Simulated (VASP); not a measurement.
# SnO2 (P4_2/mnm) in VASP: further runs

The runs below take SnO2 through relaxation of cell and atoms, with PBEsol, LDA.

Program: VASP 6.6.1. These are calculated values, not measurements. Logs are shortened: lines on timing, memory, paths and dates and some standing lists are left out, and cuts for length are marked.

## (1) Starting point

The structure is tetragonal, space group P4_2/mnm (No. 136). Conventional cell: a = 4.737 Å, b = 4.737 Å, c = 3.186 Å, α = 90.00°, β = 90.00°, γ = 90.00°. Sn (site symmetry mmm) is surrounded by 6 O at 2.05 to 2.06 Å. Around O (site symmetry m2m) lie 3 Sn at 2.05 to 2.06 Å.

## (2) Relaxation of cell and atoms, PBEsol

INCAR reads:

```
ALGO = Normal
EDIFF = 1E-7
EDIFFG = -0.005
ENCUT = 600
GGA = PS
IBRION = 2
ISIF = 3
ISMEAR = 0
LASPH = True
LCHARG = False
LREAL = False
LWAVE = False
NELM = 80
NSW = 90
PREC = Accurate
SIGMA = 0.02
```

KPOINTS reads:

```
k-points
0
Gamma
  6 6 8
```

POSCAR reads:

```
SnO2
1.0
    4.7373500000      0.0000000000      0.0000000000
    0.0000000000      4.7373500000      0.0000000000
    0.0000000000      0.0000000000      3.1864000000
Sn O
2 4
Direct
    0.0000000000      0.0000000000      0.0000000000
    0.5000000000      0.5000000000      0.5000000000
    0.3056200000      0.3056200000      0.0000000000
    0.1943800000      0.8056200000      0.5000000000
    0.6943800000      0.6943800000      0.0000000000
    0.8056200000      0.1943800000      0.5000000000
```

Potentials or basis: VASP PAW PBE potentials, release 64 (Sn_d, O).

The run is started by

```bash
$ cat potpaw_PBE.64/Sn_d/POTCAR potpaw_PBE.64/O/POTCAR > POTCAR
$ mpirun -np 1 vasp_std > vasp.out
```

OUTCAR:

```text
EDIFF = 1E-7
   EDIFFG = -0.005
   ENCUT = 600
   GGA = PS
   IBRION = 2
   ISIF = 3
   ISMEAR = 0
   LASPH = True
   LREAL = False
   NELM = 80
   NSW = 90
   PREC = Accurate

 ion  position               nearest neighbor table
   1  0.000  0.000  0.000-   3 2.05   5 2.05   4 2.06   6 2.06   4 2.06   6 2.06   2 3.71   2 3.71
                             2 3.71   2 3.71   2 3.71   2 3.71   2 3.71   2 3.71
   2  0.500  0.500  0.500-   4 2.05   6 2.05   5 2.06   3 2.06   3 2.06   5 2.06   1 3.71   1 3.71
                             1 3.71   1 3.71   1 3.71   1 3.71   1 3.71   1 3.71
   3  0.306  0.306  0.000-   1 2.05   2 2.06   2 2.06
   4  0.194  0.806  0.500-   2 2.05   1 2.06   1 2.06
   5  0.694  0.694  0.000-   1 2.05   2 2.06   2 2.06
   6  0.806  0.194  0.500-   2 2.05   1 2.06   1 2.06

  LATTYP: Found a simple tetragonal cell.
 ALAT       =     4.7373500000
 C/A-ratio  =     0.6726123255

  Lattice vectors:

 A1 = (   4.7373500000,   0.0000000000,   0.0000000000)
 A2 = (   0.0000000000,   4.7373500000,   0.0000000000)
 A3 = (   0.0000000000,   0.0000000000,   3.1864000000)

Analysis of symmetry for initial positions (statically):
=====================================================================
 Subroutine PRICEL returns:
 Original cell was already a primitive cell.

 Routine SETGRP: Setting up the symmetry group for a
 simple tetragonal supercell.

 Subroutine GETGRP returns: Found 16 space group operations
 (whereof  8 operations were pure point group operations)
 out of a pool of 16 trial point group operations.

The static configuration has the point symmetry D_2h.
 The point group associated with its full space group is D_4h.

Analysis of symmetry for dynamics (positions and initial velocities):
=====================================================================
 Subroutine PRICEL returns:
 Original cell was already a primitive cell.

 Routine SETGRP: Setting up the symmetry group for a
 simple tetragonal supercell.

 Subroutine GETGRP returns: Found 16 space group operations
 (whereof  8 operations were pure point group operations)
 out of a pool of 16 trial point group operations.

The dynamic configuration has the point symmetry D_2h.
 The point group associated with its full space group is D_4h.

 Subroutine INISYM returns: Found 16 space group operations
 (whereof  8 operations are pure point group operations),
 and found     1 'primitive' translations

----------------------------------------------------------------------------------------

                                     Primitive cell

  volume of cell :      71.5107

  direct lattice vectors                    reciprocal lattice vectors
     4.737350000  0.000000000  0.000000000     0.211088478  0.000000000  0.000000000
     0.000000000  4.737350000  0.000000000     0.000000000  0.211088478  0.000000000
     0.000000000  0.000000000  3.186400000     0.000000000  0.000000000  0.313833794

  length of vectors
     4.737350000  4.737350000  3.186400000     0.211088478  0.211088478  0.313833794

  position of ions in fractional coordinates (direct lattice)
     0.000000000  0.000000000  0.000000000
     0.500000000  0.500000000  0.500000000
     0.305620000  0.305620000  0.000000000
     0.194380000  0.805620000  0.500000000
     0.694380000  0.694380000  0.000000000
     0.805620000  0.194380000  0.500000000

  ion indices of the primitive-cell ions
   primitive index   ion index
                 1           1
                 2           2
                 3           3
                 4           4
                 5           5
                 6           6

----------------------------------------------------------------------------------------

 KPOINTS: k-points

Automatic generation of k-mesh.
 Grid dimensions read from file:
 generate k-points for:    6    6    8

 Generating k-lattice:

  Cartesian coordinates                     Fractional coordinates (reciprocal lattice)
     0.035181413  0.000000000  0.000000000     0.166666667  0.000000000  0.000000000
     0.000000000  0.035181413  0.000000000     0.000000000  0.166666667  0.000000000
     0.000000000  0.000000000  0.039229224     0.000000000  0.000000000  0.125000000

  Length of vectors
     0.035181413  0.035181413  0.039229224

  Shift w.r.t. Gamma in fractional coordinates (k-lattice)
     0.000000000  0.000000000  0.000000000

 Subroutine IBZKPT returns following result:
 ===========================================

 Found     50 irreducible k-points:

 Following reciprocal coordinates:
            Coordinates               Weight
  0.000000  0.000000  0.000000      1.000000
  0.166667  0.000000  0.000000      4.000000
  0.333333  0.000000  0.000000      4.000000
  0.500000  0.000000  0.000000      2.000000
  0.166667  0.166667  0.000000      4.000000
  0.333333  0.166667  0.000000      8.000000
[... 16 lines left out ...]
  0.333333  0.000000  0.250000      8.000000
  0.500000  0.000000  0.250000      4.000000
 [... further k-points ...]
   k-points           NKPTS =     50   k-points in BZ     NKDIM =     50   number of bands    NBANDS=     31
   number of dos      NEDOS =    301   number of ions     NIONS =      6
   total plane-waves  NPLWV =  44800
   dimension x,y,z NGX =    40 NGY =   40 NGZ =   28
   dimension x,y,z NGXF=    80 NGYF=   80 NGZF=   56
   ions per type =               2   4
   NGX,Y,Z   is equivalent  to a cutoff of  14.04, 14.04, 14.61 a.u.
   NGXF,Y,Z  is equivalent  to a cutoff of  28.07, 28.07, 29.22 a.u.
 SYSTEM =  unknown system
   PREC   = accura    normal or accurate (medium, high low for compatibility)
   ISTART =      0    job   : 0-new  1-cont  2-samecut
   ICHARG =      2    charge: 1-file 2-atom 10-const
   ISPIN  =      1    spin polarized calculation?
   LNONCOLLINEAR =      F non collinear calculations
   LSORBIT =      F    spin-orbit coupling
   LASPH  =      T    aspherical Exc in radial PAW
   ENCUT  =  600.0 eV  44.10 Ry    6.64 a.u.   9.46  9.46  6.36*2*pi/ulx,y,z
   NELM   =     80;   NELMIN=  2; NELMDL= -5     # of ELM steps
   EDIFF  = 0.1E-06   stopping-criterion for ELM
   LREAL  =      F    real-space projection
   EDIFFG = -.5E-02   stopping-criterion for IOM
   NSW    =     90    number of steps for IOM
   IBRION =      2    ionic relax: 0-MD 1-quasi-New 2-CG
   NFREE  =      1    steps in history (QN), initial steepest desc. (CG)
   ISIF   =      3    stress and relaxation
   ISYM   =      2    0-nonsym 1-usesym 2-fastsym
   POTIM  = 0.5000    time-step for ionic-motion
   TEBEG  =    0.0;   TEEND  =   0.0 temperature during run
   PSTRESS=    0.0 pullay stress
   NELECT =      52.0000    total number of electrons
   NUPDOWN=      -1.0000    fix difference up-down
   EMIN   =  10.00;   EMAX   =-10.00  energy-range for DOS
   EFERMI =   0.00;   METHOD = LEGACY
   ISMEAR =     0;   SIGMA  =   0.02  broadening in eV -4-tet -1-fermi 0-gaus
   EFERMI_NEDOS =   21; number of points for ismear=-14 and -15
   IALGO  =     38    algorithm
   IMIX   =      4    mixing-type and parameters
     AMIX     =   0.40;   BMIX     =  1.00
     AMIX_MAG =   1.60;   BMIX_MAG =  1.00
  volume/ion in A,a.u.               =      11.92        80.43
  Fermi-wavevector in a.u.,A,eV,Ry     =   1.472150  2.781961 29.486913  2.167227
  Thomas-Fermi vector in A             =   2.587200
   LORBIT       =      0    0 simple, 1 ext, 2 COOP (PROOUT), +10 PAW based schemes
   GGA     = PS    functional components
   LHFCALC =     F    Hartree Fock is set to
   AEXX    =    0.0000 exact exchange contribution
   IVDW    =     0    specifies the selected vdW correction
   LEPSILON=     F    determine dielectric tensor
   LRPA    =     F    only Hartree local field effects (RPA)
 conjugate gradient relaxation of ions
 non-spin polarized calculation
 Gauss-broadening in eV      SIGMA  =   0.02
  energy-cutoff  :      600.00
  volume of cell :       71.51
 maximum number of plane-waves:      2409
 NGX is ok and might be reduce to    40
   NGX = 19   NGY = 19   NGZ = 13

--------------------------------------- Ionic step        1  -------------------------------------------

 number of electron      52.0000000 magnetization

 Free energy of the ion-electron system (eV)
  ---------------------------------------------------
  ext. energy  EPLUGINS =         0.00000000
  ---------------------------------------------------
  free energy    TOTEN  =       -39.64918328 eV

  energy without entropy =      -39.64918328  energy(sigma->0) =      -39.64918328

------------------------ aborting loop because EDIFF is reached ----------------------------------------

  FORCE on cell =-STRESS in cart. coord.  units (eV):
  Direction    XX          YY          ZZ          XY          YZ          ZX
  --------------------------------------------------------------------------------------
  -------------------------------------------------------------------------------------
  Total        1.9669518      1.9669518      2.7088705      0.0000000      0.0000000      0.0000000
  in kB       44.0689859     44.0689859     60.6914611      0.0000000      0.0000000      0.0000000
  external PRESSURE =      49.6098110 kB  Pullay stress =       0.0000000 kB

 VOLUME and BASIS-vectors are now :
 -----------------------------------------------------------------------------
  energy-cutoff  :      600.00
  volume of cell :       71.51
      direct lattice vectors                 reciprocal lattice vectors
     4.737350000  0.000000000  0.000000000     0.211088478  0.000000000  0.000000000
     0.000000000  4.737350000  0.000000000     0.000000000  0.211088478  0.000000000
     0.000000000  0.000000000  3.186400000     0.000000000  0.000000000  0.313833794
[... 241 lines left out ...]
 POSITION                                       TOTAL-FORCE (eV/Angst)
 -----------------------------------------------------------------------------------
      4.77247     -0.00000      3.21628         0.000000     -0.000000      0.000000
      2.38623      2.38623      1.60814         0.000000     -0.000000      0.000000
      1.46154      1.46154      0.00000         0.001000      0.001000      0.000000
      0.92469      3.84777      1.60814        -0.001000      0.001000      0.000000
      3.31093      3.31093      3.21628        -0.001000     -0.001000      0.000000
      3.84777      0.92469      1.60814         0.001000     -0.001000      0.000000
 -----------------------------------------------------------------------------------
    total drift:                                0.000000      0.000000     -0.000000

  FREE ENERGIE OF THE ION-ELECTRON SYSTEM (eV)
  ---------------------------------------------------
  free  energy   TOTEN  =       -39.6757000988 eV

  energy  without entropy=      -39.6757000988  energy(sigma->0) =      -39.67570010

--------------------------------------- Ionic step        8  -------------------------------------------

 number of electron      52.0000006 magnetization

 Free energy of the ion-electron system (eV)
  ---------------------------------------------------
  ext. energy  EPLUGINS =         0.00000000
  ---------------------------------------------------
  free energy    TOTEN  =       -39.67570495 eV

  energy without entropy =      -39.67570495  energy(sigma->0) =      -39.67570495

 E-fermi :   5.9256     XC(G=0): -11.4127

 val. band max:        5.7467574773   @ k =   0.0000   0.0000   0.0000
 cond. band min:       6.6310255638   @ k =   0.0000   0.0000   0.0000
 fundamental gap:      0.8842680864
 Fermi energy:         5.9255634411

 k-point     1 :       0.0000    0.0000    0.0000
  band No.  band energies     occupation
      1     -15.2518      2.00000
      2     -14.5063      2.00000
      3     -14.2685      2.00000
      4     -14.2430      2.00000
      5     -14.2430      2.00000
      6     -14.1754      2.00000
[... 805 lines left out ...]
     30      14.1874      0.00000
     31      14.9142      0.00000

 [... further k-points ...]

------------------------ aborting loop because EDIFF is reached ----------------------------------------

  FORCE on cell =-STRESS in cart. coord.  units (eV):
  Direction    XX          YY          ZZ          XY          YZ          ZX
  --------------------------------------------------------------------------------------
  -------------------------------------------------------------------------------------
  Total       -0.0055949     -0.0055949      0.0076848     -0.0000000      0.0000000      0.0000000
  in kB       -0.1224028     -0.1224028      0.1681264     -0.0000000      0.0000000      0.0000000
  external PRESSURE =      -0.0255597 kB  Pullay stress =       0.0000000 kB

 VOLUME and BASIS-vectors are now :
 -----------------------------------------------------------------------------
  energy-cutoff  :      600.00
  volume of cell :       73.23
      direct lattice vectors                 reciprocal lattice vectors
     4.772149917 -0.000000000  0.000000000     0.209549159  0.000000000  0.000000000
    -0.000000000  4.772149917  0.000000000     0.000000000  0.209549159  0.000000000
     0.000000000  0.000000000  3.215731678     0.000000000  0.000000000  0.310971219

 POSITION                                       TOTAL-FORCE (eV/Angst)
 -----------------------------------------------------------------------------------
     -0.00000      0.00000      0.00000        -0.000000     -0.000000      0.000000
      2.38607      2.38607      1.60787        -0.000000     -0.000000      0.000000
      1.46143      1.46143      0.00000         0.000325      0.000325     -0.000000
      0.92465      3.84750      1.60787        -0.000325      0.000325      0.000000
      3.31072      3.31072      0.00000        -0.000325     -0.000325      0.000000
      3.84750      0.92465      1.60787         0.000325     -0.000325      0.000000
 -----------------------------------------------------------------------------------
    total drift:                                0.000000      0.000000     -0.000000

  FREE ENERGIE OF THE ION-ELECTRON SYSTEM (eV)
  ---------------------------------------------------
  free  energy   TOTEN  =       -39.6757049510 eV

  energy  without entropy=      -39.6757049510  energy(sigma->0) =      -39.67570495

 reached required accuracy - stopping structural energy minimisation
```

It took 13 min on 1 thread of Intel Xeon Platinum 8375C at 2.90GHz (Ice Lake), shared host; peak memory 0.28 GiB.

What came out:

* Free energy: -39.6757 eV
* Relaxed volume: 12.21 Å³/atom
* Relaxed cell: a = 4.772 Å, b = 4.772 Å, c = 3.216 Å, α = 90.00°, β = 90.00°, γ = 90.00°
* Space group after relaxing (to 0.05 Å): P4_2/mnm (No. 136)
* Energy gained by relaxing: 4.4 meV/atom
* Ionic steps: 8
* Pressure after relaxing: 0.0 GPa
* Band gap on the k mesh: 0.88 eV, direct

Step by step:
| step | energy change (eV) | largest force (eV/Å) | pressure (GPa) | volume (Å³) |
| --- | --- | --- | --- | --- |
| 1 | 0.0000 | 0.0068 | 4.96 | 71.51 |
| 2 | 0.0157 | 0.1788 | -5.63 | 75.40 |
| 3 | -0.0258 | 0.0888 | -0.02 | 73.19 |
| 4 | -0.0258 | 0.0873 | 0.08 | 73.15 |
| 5 | -0.0265 | 0.0061 | 0.07 | 73.21 |
| 6 | -0.0265 | 0.0005 | 0.06 | 73.21 |
| 7 | -0.0265 | 0.0014 | -0.07 | 73.26 |
| 8 | -0.0265 | 0.0005 | 0.00 | 73.23 |

Final structure:
```xyz
6
Lattice="4.7721 0.0000 0.0000 0.0000 4.7721 0.0000 0.0000 0.0000 3.2157" Properties=species:S:1:pos:R:3 pbc="T T T"
Sn    0.0000    0.0000    0.0000
Sn    2.3861    2.3861    1.6079
O     1.4614    1.4614    0.0000
O     0.9246    3.8475    1.6079
O     3.3107    3.3107    0.0000
O     3.8475    0.9246    1.6079
```

Levels at points of the mesh, in eV from the valence-band top:
```
           k point  band 22  band 23  band 24  band 25  band 26  band 27  band 28  band 29  band 30  band 31
(0.00, 0.00, 0.00)    -1.27    -1.27    -0.78    -0.78     0.00     0.88     5.82     6.02     6.02    10.15
(0.50, 0.00, 0.00)    -1.98    -1.23    -1.23    -0.63    -0.63     4.10     4.10     6.78     6.78    10.61
(0.50, 0.50, 0.00)    -1.98    -1.35    -1.35    -0.89    -0.89     4.50     4.50     7.21     7.21    10.66
(0.00, 0.00, 0.50)    -2.66    -1.64    -1.64    -1.24    -1.24     5.84     5.84     9.42     9.42    10.33
(0.50, 0.00, 0.50)    -1.74    -1.08    -1.08    -0.73    -0.73     6.11     6.11     7.71     7.71    10.66
(0.50, 0.50, 0.50)    -2.44    -0.96    -0.96    -0.82    -0.82     4.52     4.52     8.60     8.60    10.66
```

Caveat: the PAW data sets were made with another functional, which shifts forces and pressure a little; spin-orbit coupling is left out, which moves the levels of the heavy elements. Zero-point motion and thermal expansion aren't in these numbers.

## (3) Relaxation of cell and atoms, LDA

Changes to INCAR since step 2:

```diff
@@ -4,3 +4,3 @@
 ENCUT = 600
-GGA = PS
+GGA = CA
 IBRION = 2
```

KPOINTS is that of step 2.

POSCAR is that of step 2.

Potentials or basis: VASP PAW LDA potentials, release 64 (Sn_d, O).

The run is started by

```bash
$ cat potpaw_LDA.64/Sn_d/POTCAR potpaw_LDA.64/O/POTCAR > POTCAR
$ mpirun -np 1 vasp_std > vasp.out
```

Wall time 7.3 min (1 thread of Intel Xeon Platinum 8375C at 2.90GHz (Ice Lake), shared host); peak memory 0.24 GiB.

Results (log left out):

* Free energy: -42.2923 eV
* Relaxed volume: 11.90 Å³/atom
* Relaxed cell: a = 4.727 Å, b = 4.727 Å, c = 3.196 Å, α = 90.00°, β = 90.00°, γ = 90.00°
* Space group after relaxing (to 0.05 Å): P4_2/mnm (No. 136)
* Energy gained by relaxing: 0.2 meV/atom
* Ionic steps: 5
* Pressure after relaxing: 0.0 GPa
* Largest force after relaxing: 0.003 eV/Å
* Band gap on the k mesh: 1.15 eV, direct

Forces in eV/Å, atoms in the order of the input:
```
Sn   0.000  0.000  0.000
Sn   0.000  0.000  0.000
O   -0.002 -0.002  0.000
O    0.002 -0.002  0.000
O    0.002  0.002  0.000
O   -0.002  0.002  0.000
```

Step by step:
```csv
step,energy change (eV),largest force (eV/Å),pressure (GPa),volume (Å³)
1,0.0000,0.0491,-0.16,71.51
2,-0.0010,0.0027,0.14,71.39
3,-0.0010,0.0088,0.22,71.36
4,-0.0010,0.0045,-0.30,71.51
5,-0.0011,0.0030,-0.01,71.42
```

Final structure:
```
CELL_PARAMETERS angstrom
4.72721 0.00000 0.00000
0.00000 4.72721 0.00000
0.00000 0.00000 3.19617
ATOMIC_POSITIONS crystal
Sn 0.00000 0.00000 0.00000
Sn 0.50000 0.50000 0.50000
O 0.30606 0.30606 0.00000
O 0.19394 0.80606 0.50000
O 0.69394 0.69394 0.00000
O 0.80606 0.19394 0.50000
```

Levels at points of the mesh, in eV from the valence-band top:
| k point | band 23 | band 24 | band 25 | band 26 | band 27 | band 28 | band 29 | band 30 |
| --- | --- | --- | --- | --- | --- | --- | --- | --- |
| (0.00, 0.00, 0.00) | -1.28 | -0.80 | -0.80 | 0.00 | 1.15 | 5.92 | 6.05 | 6.05 |
| (0.50, 0.00, 0.00) | -1.24 | -1.24 | -0.65 | -0.65 | 4.31 | 4.31 | 6.81 | 6.81 |
| (0.50, 0.50, 0.00) | -1.37 | -1.37 | -0.91 | -0.91 | 4.70 | 4.70 | 7.29 | 7.29 |
| (0.00, 0.00, 0.50) | -1.72 | -1.72 | -1.28 | -1.28 | 6.03 | 6.03 | 9.52 | 9.52 |
| (0.50, 0.00, 0.50) | -1.13 | -1.13 | -0.72 | -0.72 | 6.31 | 6.31 | 7.88 | 7.88 |
| (0.50, 0.50, 0.50) | -0.99 | -0.99 | -0.84 | -0.84 | 4.69 | 4.69 | 8.63 | 8.63 |

Caveat: spin-orbit coupling is left out, which moves the levels of the heavy elements.
